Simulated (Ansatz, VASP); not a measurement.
**PtS2 in VASP and in Ansatz**

INCAR

```
SYSTEM = PtS2
PREC = Accurate ; ENCUT = 520
EDIFF = 1E-6 ; ISMEAR = 0
SIGMA = 0.01 ; LREAL = .FALSE.
LASPH = .TRUE. ; NELM = 80
ALGO = Fast ; ISIF = 2
LWAVE = .FALSE. ; LCHARG = .TRUE.
GGA = PE ; LELF = .TRUE.
LVHAR = .TRUE. ; NBANDS = 18
```

The input KPOINTS:

```
Automatic mesh
0
G
  6 6 6
  0 0 0
```

The input POSCAR:

```
PtS2
1.0
    1.7644429028      1.0187015849      5.5230462124
   -1.7644429028      1.0187015849      5.5230462124
    0.0000000000     -2.0374031698      5.5230462124
Pt S
1 2
Direct
    0.0000000000      0.0000000000      0.0000000000
    0.2583047870      0.2583047870      0.2583047870
    0.7416952130      0.7416952130      0.7416952130
```

Input for Ansatz:

```yaml
crystal:
  lattice:
    - [1.7644429028, 1.0187015849, 5.5230462124]
    - [-1.7644429028, 1.0187015849, 5.5230462124]
    - [0.0, -2.0374031698, 5.5230462124]
  atoms:
    - { symbol: Pt, position: [0.0, 0.0, 0.0] }
    - { symbol: S, position: [0.258304787, 0.258304787, 0.258304787] }
    - { symbol: S, position: [0.741695213, 0.741695213, 0.741695213] }
kpoints:
  mp_grid: { grid: [6, 6, 6] }
hamiltonian:
  xc: pbe
scf:
  occupations: { method: fixed }
  n_extra_bands: 4
  mixing: { preconditioner: kerker }
output:
  forces: true
  stress: true
  eigenvalues: true
```

Alike in both runs: task single point; functional PBE; k mesh 6 × 6 × 6; no spin polarisation.

|  | VASP | Ansatz |
| --- | --- | --- |
| version | VASP 6.6.1 | Ansatz 0.2.0 |
| potentials or method | VASP PAW PBE potentials, release 64 (Pt, S) | plane waves |
| plane-wave cutoff (eV) | 520 | 420 |
| occupations | gaussian, width 0.01 eV | fixed |
| valence electrons in the cell | 22 | 30 |

Ansatz gave:

```
gap on the k mesh at the Fermi level (eV)       : 1.32
pressure (GPa)                                  : 3.5
largest component of the traceless stress (GPa) : 1.01
rms of the force components (eV/Å)              : 0.021
```

Task: Estimate VASP's values.

Result: gap on the k mesh at the Fermi level (eV): 1.32; pressure (GPa): 3.1; largest component of the traceless stress (GPa): 0.90; rms of the force components (eV/Å): 0.002.

Atom by atom the forces differ by 0.019 eV/Å (rms over components). The two sets of potentials don't hold the same shells in valence.

Caveats: spin-orbit coupling is left out, which moves the levels of the heavy elements. A k mesh can miss the band edges. A hybrid or GW would open this gap; PBE tends to underestimate it.
